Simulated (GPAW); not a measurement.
# Dielectric function and optical constants of KCl (Sylvite), part 2 of 2

Aim: the dielectric function of KCl (Sylvite), and the optical constants that follow from it.

GPAW 26.7.0; DFT, PBE, plane-wave PAW (GPAW data sets), scalar-relativistic, RPA, optical limit.

So far. Step 2 (Ground state): There is a gap, 5.19 eV on this mesh (points off the mesh can give less), so no carriers' term is needed.

### 4. Dielectric function, RPA

Transitions between filled and empty bands, summed over the zone, give the optical response, so mesh, band count and broadening shape it.

The induced potential is part of this response.

This step: DFT, PBE, plane-wave PAW (GPAW data sets), scalar-relativistic, RPA, optical limit (GPAW 26.7.0).

Input file df.py:

```python
from gpaw.response.df import DielectricFunction

df = DielectricFunction('full.gpw', frequencies={'type': 'nonlinear', 'domega0': 0.03, 'omega2': 8},
                        ecut=50,
                        eta=0.15,
                        nbands=38,
                        txt='df.txt')
for direction in ['x', 'z']:
    df.get_dielectric_function(xc='RPA', direction=direction, filename=f'df_{direction}.csv')
```

Run with:

```sh
> OMP_NUM_THREADS=1 python df.py
```

The log of the run:

```text
Using integrator: PointIntegrator
NonLinearFrequencyDescriptor(from 0.000 to 64.819 eV, 497 points)
Nonperiodic BCs:  [False False False]
Using integrator: PointIntegrator
NonLinearFrequencyDescriptor(from 0.000 to 64.819 eV, 497 points)
Nonperiodic BCs:  [False False False]

Calculating chi0 body with:
    Ground state adapter containing:
    Number of spins: 1
    Number of kpoints: 1000
    Number of irreducible kpoints: 47
    Number of completely occupied states: 8
    Number of partially occupied states: 8

    Linear response parametrization:
    q_c: [0.0, 0.0, 0.0]
    Number of frequency points: 497
    Planewave cutoff: 50.0
    Number of bands: 38
    Number of planewaves: 59
    Broadening (eta): 0.15

Integrating chi0 body.

Symmetries of q_c:
    Direct symmetries (Uq -> q): 48
    Indirect symmetries (TUq -> q): 0
In total 48 allowed symmetries.

47 groups of equivalent kpoints. 95.3% reduction.

Integral kind: spectral function

Calculating chi0 optical extensions with:
    Ground state adapter containing:
    Number of spins: 1
    Number of kpoints: 1000
    Number of irreducible kpoints: 47
    Number of completely occupied states: 8
    Number of partially occupied states: 8

    Linear response parametrization:
    Number of frequency points: 497
    Planewave cutoff: 50.0
    Number of bands: 38
    Number of planewaves: 59
    Broadening (eta): 0.15
Integrating chi0 head and wings.

Symmetries of q_c:
    Direct symmetries (Uq -> q): 48
    Indirect symmetries (TUq -> q): 0
In total 48 allowed symmetries.

47 groups of equivalent kpoints. 95.3% reduction.

Integral kind: spectral function wings
```

It took 10 s on 1 thread of Arm Neoverse V2, shared host; peak memory 0.28 GiB.

This step gave:

| Quantity | Value |
| --- | --- |
| electronic dielectric constant ε∞, mean over x, y and z (by symmetry where fewer were run) | 2.167 |
| main peak of Im epsilon, first axis | 8.020 eV |

Some rows of df_x.csv (energy; Re and Im without local fields; Re and Im with them):

```text
0.000000, 2.571584, 0.000000, 2.167213, 0.000000
0.429336, 2.574664, 0.002161, 2.169389, 0.001528
0.878195, 2.584584, 0.004500, 2.176404, 0.003183
1.347938, 2.602716, 0.007139, 2.189235, 0.005055
1.840057, 2.631083, 0.010258, 2.209335, 0.007275
2.356191, 2.672776, 0.014154, 2.238941, 0.010066
2.898142, 2.732761, 0.019370, 2.281686, 0.013837
3.467895, 2.819671, 0.027027, 2.343996, 0.019462
4.067647, 2.950639, 0.040051, 2.438969, 0.029303
4.699832, 3.170015, 0.070931, 2.602172, 0.054059
5.367152, 3.598415, 0.322130, 2.931841, 0.275714
6.072622, 3.717400, 0.820726, 2.930711, 0.698710
6.819608, 4.253694, 1.434155, 3.144182, 1.013923
7.611886, 3.382667, 2.876359, 2.736171, 1.846027
8.453705, 1.770024, 2.547241, 1.492924, 1.899625
9.349861, 2.330920, 1.632256, 1.559555, 0.928740
10.305790, 1.249222, 3.846074, 2.157376, 2.006738
11.327680, -0.225126, 1.828822, 0.581505, 2.028680
12.422601, 0.729299, 0.871823, 0.579814, 0.796588
13.598673, 0.815771, 1.090136, 0.816353, 0.809917
```

Values under the direct gap are tails of Lorentzian lines. Im ε, E ∥ x or z against photon energy; read off at these points:

| photon energy (eV) | Im ε, E ∥ x or z |
| --- | --- |
| 0.000 | 0 |
| 0.250 | 8.9e-4 |
| 0.500 | 0.00178 |
| 0.750 | 0.00270 |
| 1.000 | 0.00365 |
| 1.250 | 0.00465 |
| 1.500 | 0.00571 |
| 1.750 | 0.00684 |
| 2.000 | 0.00808 |
| 2.250 | 0.00944 |
| 2.500 | 0.0110 |
| 2.750 | 0.0127 |
| 3.000 | 0.0147 |
| 3.250 | 0.0170 |
| 3.500 | 0.0199 |
| 3.750 | 0.0234 |
| 4.000 | 0.0279 |
| 4.250 | 0.0339 |
| 4.500 | 0.0429 |
| 4.750 | 0.0579 |
| 5.000 | 0.0929 |
| 5.250 | 0.185 |
| 5.500 | 0.416 |
| 5.750 | 0.399 |
| 6.000 | 0.627 |
| 6.250 | 0.600 |
| 6.500 | 0.697 |
| 6.750 | 0.943 |
| 7.000 | 1.16 |
| 7.250 | 1.32 |
| 7.500 | 1.89 |
| 7.750 | 1.80 |
| 8.000 | 2.64 |
| 8.250 | 2.24 |
| 8.500 | 1.87 |
| 8.750 | 1.59 |
| 9.000 | 1.33 |
| 9.250 | 1.02 |
| 9.500 | 0.912 |
| 9.750 | 1.04 |
| 10.000 | 1.33 |
| 10.250 | 1.91 |
| 10.500 | 2.17 |
| 10.750 | 2.20 |
| 11.000 | 2.29 |
| 11.103 | 2.33 |
| 11.250 | 2.18 |
| 11.500 | 1.91 |
| 11.750 | 1.51 |
| 12.000 | 1.06 |
| 12.250 | 0.895 |
| 12.500 | 0.789 |
| 12.750 | 0.779 |
| 13.000 | 0.705 |
| 13.250 | 0.725 |
| 13.500 | 0.780 |
| 13.750 | 0.749 |

The Re ε, E ∥ x or z by photon energy:

| photon energy (eV) | Re ε, E ∥ x or z |
| --- | --- |
| 0.0 | 2.17 |
| 0.5 | 2.17 |
| 1.0 | 2.18 |
| 1.5 | 2.19 |
| 2.0 | 2.22 |
| 2.5 | 2.25 |
| 3.0 | 2.29 |
| 3.5 | 2.35 |
| 4.0 | 2.43 |
| 4.5 | 2.54 |
| 5.0 | 2.73 |
| 5.5 | 2.89 |
| 6.0 | 2.99 |
| 6.5 | 3.14 |
| 7.0 | 3.02 |
| 7.5 | 2.96 |
| 8.0 | 2.41 |
| 8.5 | 1.50 |
| 9.0 | 1.39 |
| 9.5 | 1.78 |
| 10.0 | 2.29 |
| 10.5 | 1.87 |
| 11.0 | 1.21 |
| 11.5 | 0.515 |
| 12.0 | 0.331 |
| 12.5 | 0.632 |
| 13.0 | 0.741 |
| 13.5 | 0.858 |

The refractive index n and extinction k by photon energy:

| photon energy (eV) | n | k |
| --- | --- | --- |
| 0.0 | 1.47 | 0 |
| 0.5 | 1.47 | 6.1e-4 |
| 1.0 | 1.48 | 0.00124 |
| 1.5 | 1.48 | 0.00193 |
| 2.0 | 1.49 | 0.00271 |
| 2.5 | 1.50 | 0.00366 |
| 3.0 | 1.51 | 0.00485 |
| 3.5 | 1.53 | 0.00648 |
| 4.0 | 1.56 | 0.00894 |
| 4.5 | 1.59 | 0.0134 |
| 5.0 | 1.65 | 0.0281 |
| 5.5 | 1.71 | 0.122 |
| 6.0 | 1.74 | 0.180 |
| 6.5 | 1.78 | 0.195 |
| 7.0 | 1.77 | 0.327 |
| 7.5 | 1.80 | 0.526 |
| 8.0 | 1.73 | 0.764 |
| 8.5 | 1.40 | 0.672 |
| 9.0 | 1.29 | 0.515 |
| 9.5 | 1.38 | 0.331 |
| 10.0 | 1.57 | 0.423 |
| 10.5 | 1.54 | 0.706 |
| 11.0 | 1.38 | 0.832 |
| 11.5 | 1.12 | 0.855 |
| 12.0 | 0.848 | 0.623 |
| 12.5 | 0.907 | 0.435 |
| 13.0 | 0.939 | 0.376 |
| 13.5 | 1.00 | 0.388 |

Table of reflectivity at normal incidence, E ∥ x or z by photon energy; read off at these points:

photon energy (eV), reflectivity at normal incidence, E ∥ x or z (%) and a bar from the least value:
```
     0.00        3.6 
     0.50        3.7 
     1.00        3.7 
     1.50        3.8 
     2.00        3.9 #
     2.50        4.0 #
     3.00        4.2 #
     3.50        4.4 ##
     4.00        4.8 ###
     4.50        5.2 ####
     5.00        6.1 ######
     5.50        7.0 ########
     6.00        7.7 #########
     6.50        8.4 ###########
     7.00        9.0 ############
     7.50       11.3 #################
     8.00       13.9 #######################
     8.50        9.8 ##############
     9.00        6.3 ######
     9.50        4.4 ##
    10.00        7.5 #########
    10.50       11.4 ##################
    11.00       13.2 ######################
    11.50       14.3 ########################
    11.71       16.8 ##############################
    12.00       10.8 ################
    12.50        5.2 ####
    13.00        3.7 
    13.50        3.6 
    13.69        4.3 ##
```

The loss function −Im 1/ε at q → 0, E ∥ x or z has structure finer than the step of the table below, so its rows give means over 0.5 eV, whole bins alone (the curve runs from 0 to 14.0 eV). Peaks (eV: height): 8.77: 0.407, 12.26: 0.884.

Values under the direct gap are tails of Lorentzian lines. Table of loss function −Im 1/ε at q → 0, E ∥ x or z by energy loss; means over each step:

energy loss (eV), loss function −Im 1/ε at q → 0, E ∥ x or z and a bar:
```
      0.5      0.000 
      1.0      0.001 
      1.5      0.001 
      2.0      0.002 
      2.5      0.002 
      3.0      0.003 
      3.5      0.004 
      4.0      0.005 
      4.5      0.007 
      5.0      0.014 
      5.5      0.041 #
      6.0      0.065 ##
      6.5      0.074 ###
      7.0      0.104 ####
      7.5      0.146 #####
      8.0      0.213 ########
      8.5      0.335 ############
      9.0      0.370 #############
      9.5      0.242 #########
     10.0      0.194 #######
     10.5      0.267 ##########
     11.0      0.350 #############
     11.5      0.508 ##################
     12.0      0.833 ##############################
     12.5      0.786 ############################
     13.0      0.652 #######################
     13.5      0.605 ######################
```

Optical constants at common wavelengths, from n + ik = √ε:

| wavelength (nm) | n | k | R (%) | 1/α |
| --- | --- | --- | --- | --- |
| 1550 | 1.47 | 0.001 | 3.7 | 126 µm |
| 800 | 1.48 | 0.002 | 3.8 | 32 µm |
| 532 | 1.50 | 0.003 | 3.9 | 13 µm |
| 405 | 1.52 | 0.005 | 4.2 | 6.4 µm |
| 365 | 1.53 | 0.006 | 4.4 | 4.8 µm |
| 308 | 1.56 | 0.009 | 4.8 | 2.7 µm |
| 193 | 1.75 | 0.173 | 7.9 | 89 nm |

Below the direct gap, k and the depth come from the tails of the Lorentzian lines, not from transitions.

Rows near the edge hang on the gap, which this functional as a rule makes too small, and phonon-assisted absorption is left out.

### 5. Outcome

```json
{
  "electronic dielectric constant ε∞, mean over x, y and z (by symmetry where fewer were run) (RPA)": "2.17",
  "main peak of Im epsilon, first axis": "8.02 eV"
}
```

In words: At this level (PBE, RPA) KCl has ε∞ = 2.17 and n = 1.47 at 1550 nm, and Im ε peaks at 8.0 eV. On the mesh the gap is 5.19 eV and the least direct gap 5.19 eV. Local fields change the static value along x from 2.57 to 2.17 (-16 %). Distinct maxima of Im ε, read by a parabola through the highest points, lie at 7.53 eV (1.9), 8.02 eV (2.7), 11.09 eV (2.3) and 13.61 eV (0.81). Excitons and phonon-assisted transitions are missing; PBE gaps are as a rule too small, which pulls the onset down and ε∞ up. The sum runs over mesh points, so small or evenly spaced maxima can still be ripples of the mesh.

[Machine, clock and banner lines and Python warnings are left out of the logs.]

[Logs are printed without paths, hosts, clocks, repeated set-up lines and the standing remarks that a program may print on its own settings, such as how far it seeks lower states.]

[Hosts, paths, dates, database ids (printed as entryN), source tags and the programs' standing remarks are cut or masked in the printed files.]
